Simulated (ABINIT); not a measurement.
# AlN (F-43m) in ABINIT: further runs

Aim: see how the results for AlN move with the level of theory and the settings. Levels: LDA, WC, SOGGA, BP86, revPBE+D3(BJ). Tasks: band structure, equation of state.

Program: ABINIT 10.8.3 (patched build). These are calculated values, not measurements. Logs are shortened: lines on timing, memory, paths and dates and some standing lists are left out, and cuts for length are marked. The log counts tension as positive stress, the text compression.

### 1 The structure

Symmetry: F-43m, No. 216, cubic system. Conventional cell: a = 4.368 Å, b = 4.368 Å, c = 4.368 Å, α = 90.00°, β = 90.00°, γ = 90.00°. Around Al (site symmetry -43m) lie 4 N at 1.89 Å. N (site symmetry -43m) is surrounded by 4 Al at 1.89 Å.

Measurements of this composition are mostly on another form, of space group No. 186.

### 2 Band structure, LDA

Input file run.abi:

```
# Datasets: ground state, then fixed potential
ndtset 2

# Pseudopotentials
pp_dirpath "./"
pseudos "Al.LDA_PW-JTH.xml, N.LDA_PW-JTH.xml"

# Structure
acell 3.0886333121 3.0886333121 3.0886333121 Angstrom
rprim
     0.0000000000     0.7071067812     0.7071067812
     0.7071067812     0.0000000000     0.7071067812
     0.7071067812     0.7071067812     0.0000000000
ntypat 2
znucl 13 7
natom 2
typat 1 2
xred
     0.0000000000     0.0000000000     0.0000000000
     0.2500000000     0.2500000000     0.2500000000

# Plane-wave basis
ecut 25.0
pawecutdg 47.0

# Exchange and correlation
ixc 7

# Bands and occupations
occopt 3
tsmear 0.05 eV

# SCF cycle
nstep 100

# Output
iomode 3
prtwf 0
prteig 0
prtebands 0
prtden1 1
prtvha1 1
prtvclmb1 1
prtpot1 1

# Dataset 1
kptopt1 1
ngkpt1 10 10 10
nshiftk1 1
shiftk1 0.0 0.0 0.0
nband1 8
tolvrs1 1.0e-9

# Dataset 2: bands along G-X-W-K-G-L-U-W-L-K
iscf2 -2
getden2 1
nband2 12
nbdbuf2 2
tolwfr2 1.0e-12
kptopt2 -9
ndivsm2 5
prteig2 1
prtvol2 -3
kptbounds2
     0.0000000000     0.0000000000     0.0000000000
     0.5000000000     0.0000000000     0.5000000000
     0.5000000000     0.2500000000     0.7500000000
     0.3750000000     0.3750000000     0.7500000000
     0.0000000000     0.0000000000     0.0000000000
     0.5000000000     0.5000000000     0.5000000000
     0.6250000000     0.2500000000     0.6250000000
     0.5000000000     0.2500000000     0.7500000000
     0.5000000000     0.5000000000     0.5000000000
     0.3750000000     0.3750000000     0.7500000000
```

Potentials or basis: JTH PAW LDA v2.0.

On the command line:

```sh
abinit run.abi > log 2>&1
```

run.abo:

```text
.Version 10.8.3 of ABINIT
 DATASET    1 : space group F-4 3 m (#216); Bravais cF (face-center cubic)
================================================================================
 Values of the parameters that define the memory need for DATASET  1.
     intxc =       0    ionmov =       0      iscf =      17    lmnmax =       8
     lnmax =       4     mgfft =      30  mpssoang =       2    mqgrid =    3001
     natom =       2  nloc_mem =       2    nspden =       1   nspinor =       1
    nsppol =       1      nsym =      24    n1xccc =       1    ntypat =       2
    occopt =       3   xclevel =       1
       mpw =         866          nfft =       27000          nkpt =          47
 PAW method is used; the additional fine FFT grid is defined by:
   mgfftf=        40    nfftf =     64000
================================================================================
================================================================================

 DATASET    2 : space group F-4 3 m (#216); Bravais cF (face-center cubic)
================================================================================
 Values of the parameters that define the memory need for DATASET  2.
     intxc =       0    ionmov =       0      iscf =      -2    lmnmax =       8
     lnmax =       4     mgfft =      30  mpssoang =       2    mqgrid =    3001
     natom =       2  nloc_mem =       2    nspden =       1   nspinor =       1
    nsppol =       1      nsym =      24    n1xccc =       1    ntypat =       2
    occopt =       3   xclevel =       1
       mpw =         871          nfft =       27000          nkpt =          87
 PAW method is used; the additional fine FFT grid is defined by:
   mgfftf=        40    nfftf =     64000
================================================================================
================================================================================

--------------------------------------------------------------------------------
------------- Echo of variables that govern the present computation ------------
--------------------------------------------------------------------------------
 -outvars: echo values of preprocessed input variables --------
            acell      5.8366710632E+00  5.8366710632E+00  5.8366710632E+00 Bohr
              amu      2.69815390E+01  1.40067400E+01
             ecut      2.50000000E+01 Hartree
           getden1          0
           getden2          1
             iscf1         17
             iscf2         -2
              ixc           7
           jdtset        1    2
           kptopt1          1
           kptopt2         -9
         kptrlatt       10    0    0      0   10    0      0    0   10
          kptrlen1     5.83667106E+01
          kptrlen2     3.00000000E+01
            natom           2
[... 769 lines left out ...]
cartesian_forces: null
force_length_stats: {min: null, max: null, mean: null, }
...

 Integrated electronic density in atomic spheres:
 ------------------------------------------------
 Atom  Sphere_radius  Integrated_density
    1        1.90363          0.91971357
    2        1.20497          2.63032820

================================================================================

 ----iterations are completed or convergence reached----

 Mean square residual over all n,k,spin=   39.922E-14; max=  99.791E-14
 reduced coordinates (array xred) for    2 atoms
       0.000000000000      0.000000000000      0.000000000000
       0.250000000000      0.250000000000      0.250000000000

 cartesian coordinates (angstrom) at end:
    1      0.00000000000000     0.00000000000000     0.00000000000000
    2      1.09199677981306     1.09199677981306     1.09199677981306
 length scales=  5.836671063224  5.836671063224  5.836671063224 bohr
              =  3.088633312100  3.088633312100  3.088633312100 angstroms
 Eigenvalues (hartree) for nkpt=  87  k points:
 kpt#   1, nband= 12, wtk=  1.00000, kpt=  0.0000  0.0000  0.0000 (reduced coord)
  -0.28933    0.25601    0.25601    0.25601    0.41117    0.70862    0.70862    0.70862
   0.90012    0.90012    0.95126    0.95126
 kpt#   2, nband= 12, wtk=  1.00000, kpt=  0.0357  0.0000  0.0357 (reduced coord)
  -0.28839    0.25158    0.25497    0.25497    0.41597    0.70537    0.71001    0.71001
   0.87212    0.90153    0.95418    0.95418
 kpt#   3, nband= 12, wtk=  1.00000, kpt=  0.0714  0.0000  0.0714 (reduced coord)
  -0.28558    0.23984    0.25197    0.25197    0.42864    0.69628    0.71406    0.71406
   0.82654    0.90576    0.96288    0.96288
 kpt#   4, nband= 12, wtk=  1.00000, kpt=  0.1071  0.0000  0.1071 (reduced coord)
  -0.28095    0.22370    0.24725    0.24725    0.44547    0.68305    0.72052    0.72052
   0.78060    0.91280    0.97726    0.97726
 kpt#   5, nband= 12, wtk=  1.00000, kpt=  0.1429  0.0000  0.1429 (reduced coord)
  -0.27460    0.20552    0.24121    0.24121    0.46253    0.66772    0.72903    0.72903
   0.73866    0.92266    0.99711    0.99711
 kpt#   6, nband= 12, wtk=  1.00000, kpt=  0.1786  0.0000  0.1786 (reduced coord)
  -0.26666    0.18670    0.23428    0.23428    0.47561    0.65242    0.70404    0.73918
[... 230 lines left out ...]
  -0.20010    0.06303    0.17243    0.22237    0.50578    0.59616    0.70168    0.71006
   0.86912    0.95245    1.04350    1.14921
 kpt#  84, nband= 12, wtk=  1.00000, kpt=  0.4167  0.4167  0.6667 (reduced coord)
  -0.19619    0.07320    0.15320    0.21739    0.48631    0.61177    0.70538    0.72747
   0.84819    0.95051    1.08601    1.15491
 kpt#  85, nband= 12, wtk=  1.00000, kpt=  0.4028  0.4028  0.6944 (reduced coord)
  -0.19250    0.08451    0.13550    0.21264    0.46900    0.62153    0.71173    0.74414
   0.82995    0.95371    1.12734    1.16195
 kpt#  86, nband= 12, wtk=  1.00000, kpt=  0.3889  0.3889  0.7222 (reduced coord)
  -0.18953    0.09530    0.12179    0.20840    0.45426    0.62394    0.72087    0.75852
   0.81592    0.96310    1.14859    1.18397
 kpt#  87, nband= 12, wtk=  1.00000, kpt=  0.3750  0.3750  0.7500 (reduced coord)
  -0.18786    0.09756    0.12072    0.20489    0.44231    0.62076    0.72894    0.76957
   0.80787    0.97881    1.15022    1.22098

== END DATASET(S) ==============================================================
================================================================================

 -outvars: echo values of variables after computation  --------
            acell      5.8366710632E+00  5.8366710632E+00  5.8366710632E+00 Bohr
           etotal1    -1.2277618698E+01
            fcart1     1.5291151807E-30 -5.0970506025E-31 -5.0970506025E-31
                      -1.5291151807E-30  5.0970506025E-31  5.0970506025E-31
            rprim      0.0000000000E+00  7.0710678120E-01  7.0710678120E-01
                       7.0710678120E-01  0.0000000000E+00  7.0710678120E-01
                       7.0710678120E-01  7.0710678120E-01  0.0000000000E+00
           strten1     1.4130046907E-04  1.4130046907E-04  1.4130046907E-04
                       0.0000000000E+00  0.0000000000E+00  0.0000000000E+00
           xangst      0.0000000000E+00  0.0000000000E+00  0.0000000000E+00
                       1.0919967798E+00  1.0919967798E+00  1.0919967798E+00
             xred      0.0000000000E+00  0.0000000000E+00  0.0000000000E+00
                       2.5000000000E-01  2.5000000000E-01  2.5000000000E-01
 Calculation completed.
```

Wall time 24 s (1 thread of Arm Neoverse V1, shared host); peak memory 0.11 GiB.

What came out:

```
Free energy                                           : -334.0910 eV
Band gap on the k mesh                                : 3.23 eV, indirect (least direct gap 4.22 eV)
Valence electrons inside the program's atomic spheres : Al 0.92; N 2.63
```

Levels at the corners of the path, in eV from the valence-band top:
```
point  band 1  band 2  band 3  band 4  band 5  band 6  band 7  band 8  band 9
    Γ  -14.84    0.00    0.00    0.00    4.22   12.32   12.32   12.32   17.53
    X  -12.06   -4.96   -1.80   -1.80    3.23    8.39   13.74   15.49   15.49
    W  -12.00   -3.84   -3.48   -2.74    5.97   11.25   11.82   11.95   16.94
    K  -12.08   -4.31   -3.68   -1.39    5.07    9.93   12.87   13.97   15.02
    Γ  -14.84    0.00    0.00    0.00    4.22   12.32   12.32   12.32   17.53
    L  -12.72   -5.92   -0.49   -0.49    7.25    9.77   10.96   10.96   17.73
    U  -12.08   -4.31   -3.68   -1.39    5.07    9.93   12.87   13.97   15.02
    W  -12.00   -3.84   -3.48   -2.74    5.97   11.25   11.82   11.95   16.94
    L  -12.72   -5.92   -0.49   -0.49    7.25    9.77   10.96   10.96   17.73
    K  -12.08   -4.31   -3.68   -1.39    5.07    9.93   12.87   13.97   15.02
```

Caveat: the cutoff is too short for stress, so the log's stress isn't used. As with any semilocal functional, this LDA gap is likely too small.

### 3 Band structure, WC

run.abi: that of step 2 with these lines changed.

```diff
@@ -1,10 +1,7 @@
-# Datasets: ground state, then fixed potential
 ndtset 2
 
-# Pseudopotentials
 pp_dirpath "./"
-pseudos "Al.LDA_PW-JTH.xml, N.LDA_PW-JTH.xml"
+pseudos "Al.GGA_PBE-JTH.xml, N.GGA_PBE-JTH.xml"
 
-# Structure
-acell 3.0886333121 3.0886333121 3.0886333121 Angstrom
+acell 5.8366710593 5.8366710593 5.8366710593
 rprim
@@ -21,10 +18,7 @@
 
-# Plane-wave basis
-ecut 25.0
+ecut 680.284656 eV
 pawecutdg 47.0
 
-# Exchange and correlation
-ixc 7
+ixc 23
 
-# Bands and occupations
 occopt 3
@@ -32,6 +26,4 @@
 
-# SCF cycle
 nstep 100
 
-# Output
 iomode 3
@@ -40,8 +32,5 @@
 prtebands 0
+enunit 1
 prtden1 1
-prtvha1 1
-prtvclmb1 1
-prtpot1 1
 
-# Dataset 1
 kptopt1 1
@@ -53,3 +42,2 @@
 
-# Dataset 2: bands along G-X-W-K-G-L-U-W-L-K
 iscf2 -2
@@ -60,3 +48,3 @@
 kptopt2 -9
-ndivsm2 5
+ndivsm2 6
 prteig2 1
```

Potentials or basis: JTH PAW PBE v2.0.

On the command line:

```sh
abinit run.abi > log 2>&1
```

It took 29 s on 1 thread of Arm Neoverse V1, shared host; peak memory 0.11 GiB.

The run converged. Its results:

* Free energy: -332.4483 eV
* Band gap on the k mesh: 3.20 eV, indirect (least direct gap 4.11 eV)
* Valence electrons inside the program's atomic spheres: Al 0.90; N 2.64

Levels at the corners of the path, in eV from the valence-band top:
```
point  band 2  band 3  band 4  band 5  band 6  band 7
    Γ    0.00    0.00    0.00    4.11   12.43   12.43
    X   -4.95   -1.80   -1.80    3.20    8.48   13.82
    W   -3.82   -3.49   -2.75    5.96   11.28   11.86
    K   -4.30   -3.69   -1.39    5.06    9.99   12.96
    Γ    0.00    0.00    0.00    4.11   12.43   12.43
    L   -5.92   -0.49   -0.49    7.26    9.76   11.03
    U   -4.30   -3.69   -1.39    5.06    9.99   12.96
    W   -3.82   -3.49   -2.75    5.96   11.28   11.86
    L   -5.92   -0.49   -0.49    7.26    9.76   11.03
    K   -4.30   -3.69   -1.39    5.06    9.99   12.96
```

Caveat: the cutoff is too short for stress, so the log's stress isn't used; the PAW data sets were made with another functional, which shifts forces and pressure a little. A k mesh can miss the band edges.

### 4 Equation of state, SOGGA

Input file run.abi:

```
# Datasets: one volume each
ndtset 7
getwfk -1
scalecart1 3*0.9795861087
scalecart2 3*0.9864848297
scalecart3 3*0.9932883884
scalecart4 3*1.0000000000
scalecart5 3*1.0066227096
scalecart6 3*1.0131594038
scalecart7 3*1.0196128224

# Pseudopotentials
pp_dirpath "./"
pseudos "Al.upf, N.upf"

# Structure
acell 5.8366710593 5.8366710593 5.8366710593
rprim
     0.0000000000     0.7071067812     0.7071067812
     0.7071067812     0.0000000000     0.7071067812
     0.7071067812     0.7071067812     0.0000000000
ntypat 2
znucl 13 7
natom 2
typat 1 2
xred
     0.0000000000     0.0000000000     0.0000000000
     0.2500000000     0.2500000000     0.2500000000

# Plane-wave basis
ecut 42.0

# k points
kptopt 1
ngkpt 10 10 10
nshiftk 1
shiftk 0.0 0.0 0.0

# Exchange and correlation
ixc -150130

# Bands and occupations
nband 8
occopt 3
tsmear 0.05 eV

# SCF cycle
nstep 100
tolvrs 1.0e-10

# Output
iomode 3
prtwf 1
prtden 0
prteig 0
prtebands 0
enunit 2
```

Potentials or basis: PseudoDojo NC SR PBEsol v0.4.1 standard.

On the command line:

```sh
abinit run.abi > log 2>&1
```

Run time: 1.9 min. Hardware: 1 thread of Arm Neoverse V1, shared host; peak memory 0.11 GiB.

The run converged. Its results:

* Equilibrium volume: 10.43 Å³/atom
* Bulk modulus: 203 GPa
* Pressure derivative of the bulk modulus: 3.9

Energy against volume, from the lowest point:
| volume (Å³/atom) | energy (meV/atom) |
| --- | --- |
| 9.792 | 27.02 |
| 10.001 | 11.75 |
| 10.209 | 2.95 |
| 10.417 | 0.00 |
| 10.626 | 2.37 |
| 10.834 | 9.55 |
| 11.042 | 21.10 |

Caveat: pressures at fixed basis lie under the slope of the energies; the potentials were made for another functional, which shifts forces and pressure.

### 5 Equation of state, BP86

run.abi: that of step 4 with these lines changed.

```diff
@@ -13,3 +13,3 @@
 pp_dirpath "./"
-pseudos "Al.upf, N.upf"
+pseudos "Al.GGA_PBE-JTH.xml, N.GGA_PBE-JTH.xml"
 
@@ -30,3 +30,4 @@
 # Plane-wave basis
-ecut 42.0
+ecut 25.0
+pawecutdg 47.0
 
@@ -39,3 +40,3 @@
 # Exchange and correlation
-ixc -150130
+ixc -106132
 
@@ -48,3 +49,3 @@
 nstep 100
-tolvrs 1.0e-10
+tolvrs 1.0e-9
```

Potentials or basis: JTH PAW PBE v2.0.

On the command line:

```sh
abinit run.abi > log 2>&1
```

run.abo:

```text
.Version 10.8.3 of ABINIT
 DATASET    1 : space group F-4 3 m (#216); Bravais cF (face-center cubic)
================================================================================
 Values of the parameters that define the memory need for DATASET  1.
     intxc =       0    ionmov =       0      iscf =      17    lmnmax =       8
     lnmax =       4     mgfft =      27  mpssoang =       2    mqgrid =    3001
     natom =       2  nloc_mem =       2    nspden =       1   nspinor =       1
    nsppol =       1      nsym =      24    n1xccc =       1    ntypat =       2
    occopt =       3   xclevel =       2
       mpw =         804          nfft =       19683          nkpt =          47
 PAW method is used; the additional fine FFT grid is defined by:
   mgfftf=        36    nfftf =     46656
================================================================================
================================================================================
[... 71 lines left out ...]
 DATASET    7 : space group F-4 3 m (#216); Bravais cF (face-center cubic)
[... 1491 lines left out ...]
                       1.2742626515E-31  3.7616401640E-48 -1.2742626515E-31
            fcart5     6.3293955090E-32  6.3293955090E-32 -1.8988186527E-31
                      -6.3293955090E-32 -6.3293955090E-32  1.8988186527E-31
[... 38 lines left out ...]
                       0.0000000000E+00  0.0000000000E+00  0.0000000000E+00
           xangst1     0.0000000000E+00  0.0000000000E+00  0.0000000000E+00
                       1.0697048755E+00  1.0697048755E+00  1.0697048755E+00
           xangst2     0.0000000000E+00  0.0000000000E+00  0.0000000000E+00
                       1.0772382566E+00  1.0772382566E+00  1.0772382566E+00
           xangst3     0.0000000000E+00  0.0000000000E+00  0.0000000000E+00
                       1.0846677208E+00  1.0846677208E+00  1.0846677208E+00
           xangst4     0.0000000000E+00  0.0000000000E+00  0.0000000000E+00
                       1.0919967791E+00  1.0919967791E+00  1.0919967791E+00
           xangst5     0.0000000000E+00  0.0000000000E+00  0.0000000000E+00
                       1.0992287566E+00  1.0992287566E+00  1.0992287566E+00
           xangst6     0.0000000000E+00  0.0000000000E+00  0.0000000000E+00
                       1.1063668056E+00  1.1063668056E+00  1.1063668056E+00
           xangst7     0.0000000000E+00  0.0000000000E+00  0.0000000000E+00
                       1.1134139180E+00  1.1134139180E+00  1.1134139180E+00
             xred      0.0000000000E+00  0.0000000000E+00  0.0000000000E+00
                       2.5000000000E-01  2.5000000000E-01  2.5000000000E-01
 Calculation completed.
```

Wall time 76 s (1 thread of Arm Neoverse V1, shared host); peak memory 0.13 GiB.

Results:

```yaml
Equilibrium_volume: 10.71 Å³/atom
Bulk_modulus: 192 GPa
Pressure_derivative_of_the_bulk_modulus: 3.9
```

Energy against volume, from the lowest point:
```tsv
volume (Å³/atom)	energy (meV/atom)
9.792	54.50
10.001	31.36
10.209	14.99
10.417	4.66
10.626	0.00
10.834	0.40
11.042	5.31
```

Caveat: the cutoff is too short for stress, so the log's stress isn't used; pressures at fixed basis lie under the slope of the energies; the PAW data sets were made with another functional, which shifts forces and pressure a little.

(Continued in part 2 of 2.)
